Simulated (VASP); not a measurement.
# GaN (Fm-3m) in VASP: further runs

Runs on GaN. Level: PBE. Tasks: single point.

All numbers are computed with VASP 6.6.1; they aren't measurements. Logs are shortened: lines on timing, memory, paths and dates and some standing lists are left out, and cuts for length are marked.

### Step 1. The undisturbed crystal

Symmetry: Fm-3m, No. 225, cubic system. Conventional cell: a = 4.270 Å, b = 4.270 Å, c = 4.270 Å, α = 90.00°, β = 90.00°, γ = 90.00°. Ga (site symmetry m-3m) has 6 N at 2.14 Å as nearest neighbours. N (site symmetry m-3m) is surrounded by 6 Ga at 2.14 Å.

Measurements of this composition are mostly on another form, of space group No. 186.

### Step 2. Single point, PBE (Ga replaced by Al, lengths x 0.997, strained and moved within the space group)

The input, INCAR:

```
ALGO     = Fast           # electronic algorithm
EDIFF    = 1E-6           # SCF threshold, eV
ENCUT    = 520            # plane-wave cutoff, eV
GGA      = PE             # functional
ISIF     = 2              # what is computed and relaxed
ISMEAR   = 0              # smearing method
LASPH    = T              # aspherical terms in the spheres
LCHARG   = F              # write CHGCAR
LREAL    = F              # projectors in reciprocal space
LWAVE    = F              # write WAVECAR
NBANDS   = 11             # bands
NELM     = 100            # most SCF steps
PREC     = Accurate       # precision mode
SIGMA    = 0.1            # smearing width, eV
```

The input, KPOINTS:

```
k-points
0
Gamma
  8 8 8
```

The input, POSCAR:

```
AlN
1.0
    0.0000000000      2.1721267716      2.1721267716
    2.1721267716      0.0000000000      2.1721267716
    2.1721267716      2.1721267716      0.0000000000
Al N
1 1
Direct
    0.0000000000      0.0000000000      0.0000000000
    0.5000000000      0.5000000000      0.5000000000
```

Potentials or basis: VASP PAW PBE potentials, release 64 (Al, N).

The run is started by

```console
$ cat potpaw_PBE.64/Al/POTCAR potpaw_PBE.64/N/POTCAR > POTCAR
$ mpirun -np 1 vasp_std > vasp.out
```

OUTCAR:

```text
EDIFF = 1E-6
   ENCUT = 520
   GGA = PE
   ISIF = 2
   ISMEAR = 0
   LASPH = T
   LREAL = F
   NELM = 100
   PREC = Accurate

 ion  position               nearest neighbor table
   1  0.000  0.000  0.000-   2 2.17   2 2.17   2 2.17   2 2.17   2 2.17   2 2.17
   2  0.500  0.500  0.500-   1 2.17   1 2.17   1 2.17   1 2.17   1 2.17   1 2.17

  LATTYP: Found a face centered cubic cell.
 ALAT       =     4.3442535432

  Lattice vectors:

 A1 = (   0.0000000000,   2.1721267716,   2.1721267716)
 A2 = (   2.1721267716,   0.0000000000,   2.1721267716)
 A3 = (   2.1721267716,   2.1721267716,   0.0000000000)

Analysis of symmetry for initial positions (statically):
=====================================================================
 Subroutine PRICEL returns:
 Original cell was already a primitive cell.

 Routine SETGRP: Setting up the symmetry group for a
 face centered cubic supercell.

 Subroutine GETGRP returns: Found 48 space group operations
 (whereof 48 operations were pure point group operations)
 out of a pool of 48 trial point group operations.

The static configuration has the point symmetry O_h .

Analysis of symmetry for dynamics (positions and initial velocities):
=====================================================================
 Subroutine PRICEL returns:
 Original cell was already a primitive cell.

 Routine SETGRP: Setting up the symmetry group for a
 face centered cubic supercell.

 Subroutine GETGRP returns: Found 48 space group operations
 (whereof 48 operations were pure point group operations)
 out of a pool of 48 trial point group operations.

The dynamic configuration has the point symmetry O_h .

 Subroutine INISYM returns: Found 48 space group operations
 (whereof 48 operations are pure point group operations),
 and found     1 'primitive' translations

----------------------------------------------------------------------------------------

                                     Primitive cell

  volume of cell :      20.4968

  direct lattice vectors                    reciprocal lattice vectors
     0.000000000  2.172126772  2.172126772    -0.230189143  0.230189143  0.230189143
     2.172126772  0.000000000  2.172126772     0.230189143 -0.230189143  0.230189143
     2.172126772  2.172126772  0.000000000     0.230189143  0.230189143 -0.230189143

  length of vectors
     3.071851140  3.071851140  3.071851140     0.398699291  0.398699291  0.398699291

  position of ions in fractional coordinates (direct lattice)
     0.000000000  0.000000000  0.000000000
     0.500000000  0.500000000  0.500000000

  ion indices of the primitive-cell ions
   primitive index   ion index
                 1           1
                 2           2

----------------------------------------------------------------------------------------

 KPOINTS: k-points

Automatic generation of k-mesh.
 Grid dimensions read from file:
 generate k-points for:    8    8    8

 Generating k-lattice:

  Cartesian coordinates                     Fractional coordinates (reciprocal lattice)
    -0.028773643  0.028773643  0.028773643     0.125000000  0.000000000  0.000000000
     0.028773643 -0.028773643  0.028773643     0.000000000  0.125000000  0.000000000
     0.028773643  0.028773643 -0.028773643     0.000000000  0.000000000  0.125000000

  Length of vectors
     0.049837411  0.049837411  0.049837411

  Shift w.r.t. Gamma in fractional coordinates (k-lattice)
     0.000000000  0.000000000  0.000000000

 Subroutine IBZKPT returns following result:
 ===========================================

 Found     29 irreducible k-points:

 Following reciprocal coordinates:
            Coordinates               Weight
  0.000000  0.000000  0.000000      1.000000
  0.125000  0.000000  0.000000      8.000000
  0.250000  0.000000  0.000000      8.000000
  0.375000  0.000000  0.000000      8.000000
  0.500000  0.000000  0.000000      4.000000
  0.125000  0.125000  0.000000      6.000000
[... 16 lines left out ...]
  0.500000  0.250000  0.125000     48.000000
 -0.375000  0.250000  0.125000     24.000000
 [... further k-points ...]
   k-points           NKPTS =     29   k-points in BZ     NKDIM =     29   number of bands    NBANDS=     11
   number of dos      NEDOS =    301   number of ions     NIONS =      2
   total plane-waves  NPLWV =  13824
   dimension x,y,z NGX =    24 NGY =   24 NGZ =   24
   dimension x,y,z NGXF=    48 NGYF=   48 NGZF=   48
   ions per type =               1   1
   NGX,Y,Z   is equivalent  to a cutoff of  12.99, 12.99, 12.99 a.u.
   NGXF,Y,Z  is equivalent  to a cutoff of  25.98, 25.98, 25.98 a.u.
 SYSTEM =  unknown system
   PREC   = accura    normal or accurate (medium, high low for compatibility)
   ISTART =      0    job   : 0-new  1-cont  2-samecut
   ICHARG =      2    charge: 1-file 2-atom 10-const
   ISPIN  =      1    spin polarized calculation?
   LNONCOLLINEAR =      F non collinear calculations
   LSORBIT =      F    spin-orbit coupling
   LASPH  =      T    aspherical Exc in radial PAW
   ENCUT  =  520.0 eV  38.22 Ry    6.18 a.u.   5.71  5.71  5.71*2*pi/ulx,y,z
   NELM   =    100;   NELMIN=  2; NELMDL= -5     # of ELM steps
   EDIFF  = 0.1E-05   stopping-criterion for ELM
   LREAL  =      F    real-space projection
   EDIFFG = 0.1E-04   stopping-criterion for IOM
   NSW    =      0    number of steps for IOM
   IBRION =     -1    ionic relax: 0-MD 1-quasi-New 2-CG
   NFREE  =      0    steps in history (QN), initial steepest desc. (CG)
   ISIF   =      2    stress and relaxation
   ISYM   =      2    0-nonsym 1-usesym 2-fastsym
   POTIM  = 0.5000    time-step for ionic-motion
   TEBEG  =    0.0;   TEEND  =   0.0 temperature during run
   PSTRESS=    0.0 pullay stress
   NELECT =       8.0000    total number of electrons
   NUPDOWN=      -1.0000    fix difference up-down
   EMIN   =  10.00;   EMAX   =-10.00  energy-range for DOS
   EFERMI =   0.00;   METHOD = LEGACY
   ISMEAR =     0;   SIGMA  =   0.10  broadening in eV -4-tet -1-fermi 0-gaus
   EFERMI_NEDOS =   21; number of points for ismear=-14 and -15
   IALGO  =     68    algorithm
   IMIX   =      4    mixing-type and parameters
     AMIX     =   0.40;   BMIX     =  1.00
     AMIX_MAG =   1.60;   BMIX_MAG =  1.00
  volume/ion in A,a.u.               =      10.25        69.16
  Fermi-wavevector in a.u.,A,eV,Ry     =   1.196400  2.260868 19.475004  1.431372
  Thomas-Fermi vector in A             =   2.332341
   LORBIT       =      0    0 simple, 1 ext, 2 COOP (PROOUT), +10 PAW based schemes
   GGA     = PE    functional components
   LHFCALC =     F    Hartree Fock is set to
   AEXX    =    0.0000 exact exchange contribution
   IVDW    =     0    specifies the selected vdW correction
   LEPSILON=     F    determine dielectric tensor
   LRPA    =     F    only Hartree local field effects (RPA)
 non-spin polarized calculation
 RMM-DIIS sequential band-by-band and
 Gauss-broadening in eV      SIGMA  =   0.10
  energy-cutoff  :      520.00
  volume of cell :       20.50
 maximum number of plane-waves:       568
   NGX = 11   NGY = 11   NGZ = 11

 number of electron       7.9999999 magnetization

 Free energy of the ion-electron system (eV)
  ---------------------------------------------------
  ext. energy  EPLUGINS =         0.00000000
  ---------------------------------------------------
  free energy    TOTEN  =       -14.10117514 eV

  energy without entropy =      -14.10117514  energy(sigma->0) =      -14.10117514

 E-fermi :   7.9128     XC(G=0): -11.3160

 val. band max:        7.4071793720   @ k =   0.0000   0.0000   0.0000
 cond. band min:      10.1247116173   @ k =   0.5000   0.5000   0.0000
 fundamental gap:      2.7175322453
 Fermi energy:         7.9128014519

 k-point     1 :       0.0000    0.0000    0.0000
  band No.  band energies     occupation
      1      -8.3569      2.00000
      2       7.4072      2.00000
      3       7.4072      2.00000
      4       7.4072      2.00000
      5      10.3047      0.00000
      6      18.8591      0.00000
      7      18.8591      0.00000
      8      18.8591      0.00000
      9      22.8396      0.00000
     10      22.8396      0.00000
     11      22.8398      0.00000

 k-point     2 :       0.1250    0.0000    0.0000
  band No.  band energies     occupation
      1      -8.1012      2.00000
      2       5.9006      2.00000
      3       7.2830      2.00000
      4       7.2830      2.00000
      5      11.4035      0.00000
      6      17.6072      0.00000
      7      19.0419      0.00000
      8      19.0419      0.00000
      9      21.1948      0.00000
     10      21.1948      0.00000
     11      22.5130      0.00000

 k-point     3 :       0.2500    0.0000    0.0000
  band No.  band energies     occupation
      1      -7.3849      2.00000
      2       3.4688      2.00000
      3       7.0101      2.00000
      4       7.0101      2.00000
      5      12.3774      0.00000
      6      16.8745      0.00000
      7      18.1523      0.00000
      8      18.1523      0.00000
      9      21.7643      0.00000
     10      21.9634      0.00000
     11      21.9634      0.00000
[... 267 lines left out ...]
 k-point    23 :       0.5000    0.2500    0.1250
  band No.  band energies     occupation
      1      -5.9731      2.00000
      2       1.8194      2.00000
      3       4.6194      2.00000
      4       6.0904      2.00000
      5      13.9735      0.00000
      6      14.9106      0.00000
      7      16.7454      0.00000
      8      18.4482      0.00000
      9      22.1172      0.00000
     10      25.0533      0.00000
     11      26.6340      0.00000

 k-point    24 :      -0.3750    0.2500    0.1250
  band No.  band energies     occupation
      1      -5.5330      2.00000
      2       1.1426      2.00000
      3       4.4204      2.00000
      4       5.8596      2.00000
      5      14.1227      0.00000
      6      14.3970      0.00000
      7      17.7529      0.00000
      8      18.1161      0.00000
      9      23.3490      0.00000
     10      23.7237      0.00000
     11      27.2887      0.00000

 [... further k-points ...]

------------------------ aborting loop because EDIFF is reached ----------------------------------------

  FORCE on cell =-STRESS in cart. coord.  units (eV):
  Direction    XX          YY          ZZ          XY          YZ          ZX
  --------------------------------------------------------------------------------------
  -------------------------------------------------------------------------------------
  Total       -4.2375605     -4.2375605     -4.2375605      0.0000000     -0.0000000      0.0000000
  in kB     -331.2386424   -331.2386424   -331.2386424      0.0000000     -0.0000000      0.0000000
  external PRESSURE =    -331.2386424 kB  Pullay stress =       0.0000000 kB

 VOLUME and BASIS-vectors are now :
 -----------------------------------------------------------------------------
  energy-cutoff  :      520.00
  volume of cell :       20.50
      direct lattice vectors                 reciprocal lattice vectors
     0.000000000  2.172126772  2.172126772    -0.230189143  0.230189143  0.230189143
     2.172126772  0.000000000  2.172126772     0.230189143 -0.230189143  0.230189143
     2.172126772  2.172126772  0.000000000     0.230189143  0.230189143 -0.230189143

 POSITION                                       TOTAL-FORCE (eV/Angst)
 -----------------------------------------------------------------------------------
      0.00000      0.00000      0.00000        -0.000000     -0.000000      0.000000
      2.17213      2.17213      2.17213         0.000000      0.000000      0.000000
 -----------------------------------------------------------------------------------
    total drift:                               -0.000000     -0.000000      0.000000

  FREE ENERGIE OF THE ION-ELECTRON SYSTEM (eV)
  ---------------------------------------------------
  free  energy   TOTEN  =       -14.1011751363 eV

  energy  without entropy=      -14.1011751363  energy(sigma->0) =      -14.10117514
```

It took 9.6 s on 1 thread of Intel Xeon Platinum 8175M at 2.50GHz (Skylake/Cascade Lake), shared host; peak memory 0.13 GiB.

What came out:

* Free energy: -14.1012 eV
* Pressure: -33.1 GPa
* Band gap on the k mesh: 2.72 eV, indirect (least direct gap 2.90 eV)

Caveat: the cell as given lies far from equilibrium; so large a pressure means that the cell lies far from this level's equilibrium, or that cutoff or potentials fall short.

(Continued in part 2 of 2.)
